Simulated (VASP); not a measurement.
Input of a VASP 6.6.1 run:

File INCAR:

```
PREC = Accurate ; ENCUT = 600
EDIFF = 1E-7 ; ISMEAR = -5
SIGMA = 0.05 ; LREAL = F
LASPH = T ; NELM = 100
ALGO = Fast ; ISIF = 3
LWAVE = F ; LCHARG = F
GGA = OR ; LUSE_VDW = T
AGGAC = 0.0 ; IBRION = 2
NSW = 40 ; EDIFFG = -0.01
```

Contents of KPOINTS:

```
Automatic mesh
0
Gamma
  7 7 7
```

File POSCAR:

```
CaSe
1.0
    0.0000000000      3.2095431265      3.2095431265
    3.2095431265      0.0000000000      3.2095431265
    3.2095431265      3.2095431265      0.0000000000
Se Ca
1 1
Direct
    0.2500000000      0.2500000000      0.2500000000
    0.0000000000      0.0000000000      0.0000000000
```

Potentials or basis: VASP PAW PBE potentials, release 64 (Se, Ca_sv).

Launch:

```sh
$ cat potpaw_PBE.64/Se/POTCAR potpaw_PBE.64/Ca_sv/POTCAR > POTCAR
$ mpirun -np 1 vasp_std > vasp.out
```

(1) Predict the space group after relaxing (to 0.05 Å).

(2) What does it give for the relaxed cell?

Results:

(1) F-43m (No. 216).

(2) a = 4.662 Å, b = 4.662 Å, c = 4.662 Å, α = 60.00°, β = 60.00°, γ = 60.00°.
